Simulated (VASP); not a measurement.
CdSe: relaxation of cell and atoms with r2SCAN+rVV10

CdSe:

```
Cd Se
1.0
     0.00000    3.07027    3.07027
     3.07027    0.00000    3.07027
     3.07027    3.07027    0.00000
Cd Se
1 1
Direct
  0.00000 0.00000 0.00000
  0.75000 0.75000 0.75000
```

Measurements of this composition are mostly on another form, of space group No. 186.

```
Program                : VASP 6.6.1
Task                   : relaxation of cell and atoms
Functional             : r2SCAN
Dispersion             : rVV10
Potentials or basis    : VASP PAW PBE potentials, release 64 (Cd, Se)
Cutoff                 : 600 eV
k mesh                 : 8 × 8 × 8
Occupations            : gaussian, width 0.02 eV
Spin                   : no spin polarisation
Dipole correction      : no
Further INCAR settings : ALGO = Normal; EDIFF = 1e-06; IBRION = 2; EDIFFG = -0.002; NSW = 100; ISIF = 3
```

```json
{
 "Relaxed volume": "28.56 Å³/atom",
 "Relaxed cell": "a = 4.323 Å, b = 4.323 Å, c = 4.323 Å, α = 60.00°, β = 60.00°, γ = 60.00°",
 "Space group after relaxing (to 0.05 Å)": "F-43m (No. 216)",
 "Energy gained by relaxing": "0.8 meV/atom",
 "Ionic steps": "3",
 "Pressure after relaxing": "0.0 GPa",
 "Band gap on the k mesh": "1.00 eV, direct"
}
```

Step by step:
```csv
step,energy change (eV),largest force (eV/Å),pressure (GPa),volume (Å³)
1,0.0000,0.0000,-0.69,57.88
2,-0.0015,0.0000,0.27,56.84
3,-0.0017,0.0000,0.00,57.12
```

Final structure:
```xyz
2
Lattice="0.0000 3.0567 3.0567 3.0567 0.0000 3.0567 3.0567 3.0567 0.0000" Properties=species:S:1:pos:R:3 pbc="T T T"
Cd    0.0000    0.0000    0.0000
Se    4.5850    4.5850    4.5850
```

Levels at points of the mesh, in eV from the valence-band top:
| k point | band 5 | band 6 | band 7 | band 8 | band 9 | band 10 | band 11 | band 12 | band 13 |
| --- | --- | --- | --- | --- | --- | --- | --- | --- | --- |
| (0.00, 0.00, 0.00) | -7.72 | -7.72 | 0.00 | 0.00 | 0.00 | 1.00 | 6.45 | 6.45 | 6.45 |
| (0.50, 0.00, 0.00) | -7.69 | -7.43 | -4.36 | -0.74 | -0.74 | 2.80 | 6.88 | 6.88 | 7.68 |
| (0.50, 0.50, 0.00) | -7.66 | -7.36 | -4.03 | -1.84 | -1.84 | 3.40 | 4.11 | 9.54 | 10.83 |

Run time: 3.8 min on 1 thread of Intel(R) Xeon(R) 6975P-C (Granite Rapids), with other jobs on the host, peak memory 0.42 GiB.

Caveat: the PAW data sets were made with another functional, which shifts forces and pressure a little. r2SCAN opens gaps a little over a GGA but as a rule still falls short of measured ones.
